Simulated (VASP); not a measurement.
# CdS (Pm-3m) in VASP: a series of runs

The runs below take CdS through single point, with HSE06, PBEsol.

Everything below comes from runs of VASP 6.6.1. Logs are shortened: lines on timing, memory, paths and dates and some standing lists are left out, and cuts for length are marked.

## Step 1: The crystal as given

Symmetry: Pm-3m, No. 221, cubic system. Conventional cell: a = 3.387 Å, b = 3.387 Å, c = 3.387 Å, α = 90.00°, β = 90.00°, γ = 90.00°. Around Cd (site symmetry m-3m) lie 8 S at 2.93 Å. S (site symmetry m-3m) is surrounded by 8 Cd at 2.93 Å.

The cell was built by a generator and needn't be a form met in nature.

## Step 2: Single point, HSE06

The input, POSCAR:

```
CdS
1.0
    3.3869086140      0.0000000000      0.0000000000
    0.0000000000      3.3869086140      0.0000000000
    0.0000000000      0.0000000000      3.3869086140
Cd S
1 1
Direct
    0.0000000000      0.0000000000      0.0000000000
    0.5000000000      0.5000000000      0.5000000000
```

The input, INCAR.step1:

```
  PREC = Accurate
  ENCUT = 520
  EDIFF = 1E-5
  ISMEAR = -1
  SIGMA = 0.02
  LREAL = F
  LASPH = T
  NELM = 100
  ALGO = Normal
  ISIF = 2
  LWAVE = T
  LCHARG = F
  GGA = PE
  NBANDS = 16
```

The input, INCAR.step2:

```
  PREC = Accurate
  ENCUT = 520
  EDIFF = 1E-6
  ISMEAR = -1
  SIGMA = 0.02
  LREAL = F
  LASPH = T
  NELM = 100
  ALGO = Normal
  ISIF = 2
  LWAVE = F
  LCHARG = F
  GGA = PE
  LHFCALC = T
  HFSCREEN = 0.2079
  PRECFOCK = Normal
  ISTART = 1
  NBANDS = 16
```

The input, KPOINTS:

```
Automatic mesh
0
Gamma
  4 4 4
```

Potentials or basis: VASP PAW PBE potentials, release 64 (Cd, S).

On the command line:

```console
$ cat potpaw_PBE.64/Cd/POTCAR potpaw_PBE.64/S/POTCAR > POTCAR
$ cp INCAR.step1 INCAR
$ mpirun -np 1 vasp_std > vasp.out
$ cp INCAR.step2 INCAR
$ mpirun -np 1 vasp_std > vasp.out
```

OUTCAR:

```text
PREC = Accurate
   ENCUT = 520
   EDIFF = 1E-6
   ISMEAR = -1
   LREAL = F
   LASPH = T
   NELM = 100
   ISIF = 2
   GGA = PE
   LHFCALC = T
   HFSCREEN = 0.2079
   PRECFOCK = Normal
   ISTART = 1

 ion  position               nearest neighbor table
   1  0.000  0.000  0.000-   2 2.93   2 2.93   2 2.93   2 2.93   2 2.93   2 2.93   2 2.93   2 2.93

   2  0.500  0.500  0.500-   1 2.93   1 2.93   1 2.93   1 2.93   1 2.93   1 2.93   1 2.93   1 2.93

  LATTYP: Found a simple cubic cell.
 ALAT       =     3.3869086140

  Lattice vectors:

 A1 = (   3.3869086140,   0.0000000000,   0.0000000000)
 A2 = (   0.0000000000,   3.3869086140,   0.0000000000)
 A3 = (   0.0000000000,   0.0000000000,   3.3869086140)

Analysis of symmetry for initial positions (statically):
=====================================================================
 Subroutine PRICEL returns:
 Original cell was already a primitive cell.

 Routine SETGRP: Setting up the symmetry group for a
 simple cubic supercell.

 Subroutine GETGRP returns: Found 48 space group operations
 (whereof 48 operations were pure point group operations)
 out of a pool of 48 trial point group operations.

The static configuration has the point symmetry O_h .

Analysis of symmetry for dynamics (positions and initial velocities):
=====================================================================
 Subroutine PRICEL returns:
 Original cell was already a primitive cell.

 Routine SETGRP: Setting up the symmetry group for a
 simple cubic supercell.

 Subroutine GETGRP returns: Found 48 space group operations
 (whereof 48 operations were pure point group operations)
 out of a pool of 48 trial point group operations.

The dynamic configuration has the point symmetry O_h .

 Subroutine INISYM returns: Found 48 space group operations
 (whereof 48 operations are pure point group operations),
 and found     1 'primitive' translations

----------------------------------------------------------------------------------------

                                     Primitive cell

  volume of cell :      38.8517

  direct lattice vectors                    reciprocal lattice vectors
     3.386908614  0.000000000  0.000000000     0.295254497  0.000000000  0.000000000
     0.000000000  3.386908614  0.000000000     0.000000000  0.295254497  0.000000000
     0.000000000  0.000000000  3.386908614     0.000000000  0.000000000  0.295254497

  length of vectors
     3.386908614  3.386908614  3.386908614     0.295254497  0.295254497  0.295254497

  position of ions in fractional coordinates (direct lattice)
     0.000000000  0.000000000  0.000000000
     0.500000000  0.500000000  0.500000000

  ion indices of the primitive-cell ions
   primitive index   ion index
                 1           1
                 2           2

----------------------------------------------------------------------------------------

 KPOINTS: Automatic mesh

Automatic generation of k-mesh.
 Grid dimensions read from file:
 generate k-points for:    4    4    4

 Generating k-lattice:

  Cartesian coordinates                     Fractional coordinates (reciprocal lattice)
     0.073813624  0.000000000  0.000000000     0.250000000  0.000000000  0.000000000
     0.000000000  0.073813624  0.000000000     0.000000000  0.250000000  0.000000000
     0.000000000  0.000000000  0.073813624     0.000000000  0.000000000  0.250000000

  Length of vectors
     0.073813624  0.073813624  0.073813624

  Shift w.r.t. Gamma in fractional coordinates (k-lattice)
     0.000000000  0.000000000  0.000000000

 Subroutine IBZKPT returns following result:
 ===========================================

 Found     10 irreducible k-points:

 Following reciprocal coordinates:
            Coordinates               Weight
  0.000000  0.000000  0.000000      1.000000
  0.250000  0.000000  0.000000      6.000000
  0.500000  0.000000  0.000000      3.000000
  0.250000  0.250000  0.000000     12.000000
  0.500000  0.250000  0.000000     12.000000
  0.500000  0.500000  0.000000      3.000000
  0.250000  0.250000  0.250000      8.000000
  0.500000  0.250000  0.250000     12.000000
  0.500000  0.500000  0.250000      6.000000
  0.500000  0.500000  0.500000      1.000000
   k-points           NKPTS =     10   k-points in BZ     NKDIM =     64   number of bands    NBANDS=     16
   number of dos      NEDOS =    301   number of ions     NIONS =      2
   total plane-waves  NPLWV =  21952
   dimension x,y,z NGX =    28 NGY =   28 NGZ =   28
   dimension x,y,z NGXF=    56 NGYF=   56 NGZF=   56
   ions per type =               1   1
   NGX,Y,Z   is equivalent  to a cutoff of  13.74, 13.74, 13.74 a.u.
   NGXF,Y,Z  is equivalent  to a cutoff of  27.49, 27.49, 27.49 a.u.
 SYSTEM =  unknown system
   PREC   = accura    normal or accurate (medium, high low for compatibility)
   ISTART =      1    job   : 0-new  1-cont  2-samecut
   ICHARG =      0    charge: 1-file 2-atom 10-const
   ISPIN  =      1    spin polarized calculation?
   LNONCOLLINEAR =      F non collinear calculations
   LSORBIT =      F    spin-orbit coupling
   LASPH  =      T    aspherical Exc in radial PAW
   ENCUT  =  520.0 eV  38.22 Ry    6.18 a.u.   6.30  6.30  6.30*2*pi/ulx,y,z
   NELM   =    100;   NELMIN=  2; NELMDL=  0     # of ELM steps
   EDIFF  = 0.1E-05   stopping-criterion for ELM
   LREAL  =      F    real-space projection
   EDIFFG = 0.1E-04   stopping-criterion for IOM
   NSW    =      0    number of steps for IOM
   IBRION =     -1    ionic relax: 0-MD 1-quasi-New 2-CG
   NFREE  =      0    steps in history (QN), initial steepest desc. (CG)
   ISIF   =      2    stress and relaxation
   ISYM   =      3    0-nonsym 1-usesym 2-fastsym
   POTIM  = 0.5000    time-step for ionic-motion
   TEBEG  =    0.0;   TEEND  =   0.0 temperature during run
   PSTRESS=    0.0 pullay stress
   NELECT =      18.0000    total number of electrons
   NUPDOWN=      -1.0000    fix difference up-down
   EMIN   =  10.00;   EMAX   =-10.00  energy-range for DOS
   EFERMI =   0.00;   METHOD = LEGACY
   ISMEAR =    -1;   SIGMA  =   0.02  broadening in eV -4-tet -1-fermi 0-gaus
   EFERMI_NEDOS =   21; number of points for ismear=-14 and -15
   IALGO  =     38    algorithm
   IMIX   =      1    mixing-type and parameters
     AMIX     =   0.40;   BMIX     =  1.00
     AMIX_MAG =   1.60;   BMIX_MAG =  1.00
  volume/ion in A,a.u.               =      19.43       131.09
  Fermi-wavevector in a.u.,A,eV,Ry     =   1.266763  2.393836 21.833128  1.604690
  Thomas-Fermi vector in A             =   2.399947
   LORBIT       =      0    0 simple, 1 ext, 2 COOP (PROOUT), +10 PAW based schemes
   GGA     = PE    functional components
   LHFCALC =     T    Hartree Fock is set to
   PRECFOCK=normal    Normal, Fast or Accurate (Low or Medium for compatibility)
   ENCUT4O =  -1.0   cutoff for four orbital integrals eV
   NKREDX  =     1    reduce k-point grid by
   NKREDY  =     1    reduce k-point grid by
   NKREDZ  =     1    reduce k-point grid by
   AEXX    =    0.2500 exact exchange contribution
   HFSCREEN=    0.2079 screening length (either q_TF or 0.3 A-1)
   HFSCREENC=   0.2079 screening length for correlation (either q_TF or 0.3 A-1)
   ENCUTFOCK=  -1.0 apply spherical cutoff to Coloumb kernel
   IVDW    =     0    specifies the selected vdW correction
   LEPSILON=     F    determine dielectric tensor
   LRPA    =     F    only Hartree local field effects (RPA)
 non-spin polarized calculation
  energy-cutoff  :      520.00
  volume of cell :       38.85
 maximum number of plane-waves:      1064
 NGX is ok and might be reduce to    28
  NGX = 20; NGY = 20; NGZ = 20

 number of electron      17.9999993 magnetization

 Free energy of the ion-electron system (eV)
  ---------------------------------------------------
  ext. energy  EPLUGINS =         0.00000000
  ---------------------------------------------------
  free energy    TOTEN  =        -6.12759970 eV

  energy without entropy =       -6.12411858  energy(sigma->0) =       -6.12585914

 E-fermi :   3.6933     XC(G=0):  -8.8955

 val. band max:        3.6520618494   @ k =   0.5000   0.2500   0.0000
 cond. band min:       3.7316534694   @ k =   0.5000   0.5000   0.0000
 fundamental gap:      0.0795916200
 Fermi energy:         3.6933083297

 k-point     1 :       0.0000    0.0000    0.0000
  band No.  band energies     occupation
      1     -11.2707      2.00000
      2      -6.6481      2.00000
      3      -6.6481      2.00000
      4      -6.0710      2.00000
      5      -6.0710      2.00000
      6      -6.0710      2.00000
[... 8 lines left out ...]
     15      16.8330      0.00000
     16      19.5358      0.00000

 k-point     2 :       0.2500    0.0000    0.0000
  band No.  band energies     occupation
      1     -10.7544      2.00000
      2      -6.6157      2.00000
      3      -6.4876      2.00000
      4      -6.2119      2.00000
      5      -6.2119      2.00000
      6      -6.0577      2.00000
[... 8 lines left out ...]
     15      16.3845      0.00000
     16      18.9010      0.00000

 k-point     3 :       0.5000    0.0000    0.0000
  band No.  band energies     occupation
      1     -10.0678      2.00000
      2      -6.5830      2.00000
      3      -6.4338      2.00000
      4      -6.3448      2.00000
      5      -6.3448      2.00000
      6      -6.0441      2.00000
[... 8 lines left out ...]
     15      16.9688      0.00000
     16      19.4935      0.00000

 k-point     4 :       0.2500    0.2500    0.0000
  band No.  band energies     occupation
      1     -10.3588      2.00000
      2      -6.5394      2.00000
      3      -6.3182      2.00000
      4      -6.2101      2.00000
      5      -6.2001      2.00000
      6      -6.1557      2.00000
[... 8 lines left out ...]
     15      17.0770      0.00000
     16      17.2864      0.00000
[... 58 lines left out ...]
 k-point     8 :       0.5000    0.2500    0.2500
  band No.  band energies     occupation
      1      -9.5863      2.00000
      2      -6.5542      2.00000
      3      -6.3726      2.00000
      4      -6.2436      2.00000
      5      -6.0352      2.00000
      6      -5.8921      2.00000
[... 8 lines left out ...]
     15      16.5214      0.00000
     16      18.8382      0.00000

 k-point     9 :       0.5000    0.5000    0.2500
  band No.  band energies     occupation
      1      -9.2402      2.00000
      2      -6.5346      2.00000
      3      -6.5346      2.00000
      4      -6.1298      2.00000
      5      -6.0138      2.00000
      6      -5.8415      2.00000
[... 8 lines left out ...]
     15      20.0134      0.00000
     16      20.0134      0.00000

 k-point    10 :       0.5000    0.5000    0.5000
  band No.  band energies     occupation
      1      -8.4587      2.00000
      2      -6.7783      2.00000
      3      -6.7783      2.00000
      4      -6.7783      2.00000
      5      -5.8343      2.00000
      6      -5.8343      2.00000
[... 8 lines left out ...]
     15      22.5508      0.00000
     16      22.5508      0.00000

------------------------ aborting loop because EDIFF is reached ----------------------------------------

  FORCE on cell =-STRESS in cart. coord.  units (eV):
  Direction    XX          YY          ZZ          XY          YZ          ZX
  --------------------------------------------------------------------------------------
  -------------------------------------------------------------------------------------
  Total        0.2141904      0.2141904      0.2141904      0.0000000      0.0000000     -0.0000000
  in kB        8.8328376      8.8328376      8.8328376      0.0000000      0.0000000     -0.0000000
  external PRESSURE =       8.8328376 kB  Pullay stress =       0.0000000 kB

 VOLUME and BASIS-vectors are now :
 -----------------------------------------------------------------------------
  energy-cutoff  :      520.00
  volume of cell :       38.85
      direct lattice vectors                 reciprocal lattice vectors
     3.386908614  0.000000000  0.000000000     0.295254497  0.000000000  0.000000000
     0.000000000  3.386908614  0.000000000     0.000000000  0.295254497  0.000000000
     0.000000000  0.000000000  3.386908614     0.000000000  0.000000000  0.295254497

 POSITION                                       TOTAL-FORCE (eV/Angst)
 -----------------------------------------------------------------------------------
      0.00000      0.00000      0.00000         0.000000      0.000000      0.000000
      1.69345      1.69345      1.69345         0.000000      0.000000      0.000000
 -----------------------------------------------------------------------------------
    total drift:                                0.000001      0.000003     -0.000000

  FREE ENERGIE OF THE ION-ELECTRON SYSTEM (eV)
  ---------------------------------------------------
  free  energy   TOTEN  =        -6.1275996953 eV

  energy  without entropy=       -6.1241185791  energy(sigma->0) =       -6.12585914
```

It took 5.4 min on 1 thread of Intel Xeon Platinum 8488C (Sapphire Rapids), shared host; peak memory 0.26 GiB.

What came out:

```yaml
Free_energy: -6.1276 eV
Pressure: 0.9 GPa
Band_gap_on_the_k_mesh: none (metal or under the smearing width)
```

Levels at points of the mesh, in eV from the Fermi level:
```
           k point  band 6  band 7  band 8  band 9  band 10  band 11  band 12  band 13
(0.00, 0.00, 0.00)   -9.76   -1.46   -1.46   -1.46    -0.39     7.38     7.38    13.14
(0.50, 0.00, 0.00)   -9.74   -6.68   -0.11   -0.11     4.08     5.64     8.14     8.23
(0.50, 0.50, 0.00)   -9.26   -5.02   -5.02   -0.50     0.04     8.82     8.82     9.64
(0.50, 0.50, 0.50)   -9.53   -2.43   -2.43   -2.43     2.32     2.32     2.32     3.98
```

Caveat: the k mesh is coarse (spacing up to 0.46 Å⁻¹), so the values aren't converged, least of all with exact exchange; the PAW data sets were made with another functional, which shifts forces and pressure a little.

(Part 1 of 2 ends here.)
